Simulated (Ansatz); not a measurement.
**What moves the field gradients of GeS?**

Cell of run 1: a COD entry.

Space group Pnma (No. 62); a = 10.4700, b = 3.6410, c = 4.2970 Å.

```csv
site,Wyckoff,site symmetry,x,y,z
Ge,4c,.m.,0.6220,0.2500,0.3730
S,4c,.m.,0.8491,0.2500,0.5011
```

One atom of each set is listed.

Relaxed positions (PBE, cell held):

Ge (0.6209, 0.2500, 0.3720)
S (0.8506, 0.2500, 0.4974)

All runs are DFT with Ansatz 0.2.0 (plane waves and PAW, scalar-relativistic unless spin–orbit coupling is named, Γ-centred meshes, Fermi–Dirac smearing where given) in this cell.

Run 1: PBE, atoms as given; 420 eV, 5×12×10 k-points, smearing 0.02 eV.
Run 2: PBE, atoms relaxed; 420 eV, 5×12×10 k-points, smearing 0.02 eV.
Run 3: r2SCAN, at the relaxed atoms; 500 eV, 5×12×10 k-points, smearing 0.02 eV.

```tsv
run	Ge V_zz (η)	S V_zz (η)
1	-7.74 (0.29)	-5.42 (0.03)
2	-7.46 (0.36)	-5.15 (0.03)
3	?	?
```

V_zz in 10²¹ V/m².

**Question.** Estimate the row of run 3.

**Answer.** Ge: -8.50 (0.34); S: -5.52 (0.03). It lies nearest to run 2, from whose tensors on these sites it differs by 1.06 at most (largest principal value of the difference, on Ge). Taken one at a time, the functional (r2SCAN with its higher cutoff) moves the tensors on these sites by up to 1.06 (largest principal value of the change, on Ge), the positions of the atoms (as given or relaxed) by 0.82 (Ge).

In run 3 the atoms aren't at the calculated equilibrium (largest force 0.29 eV/Å).
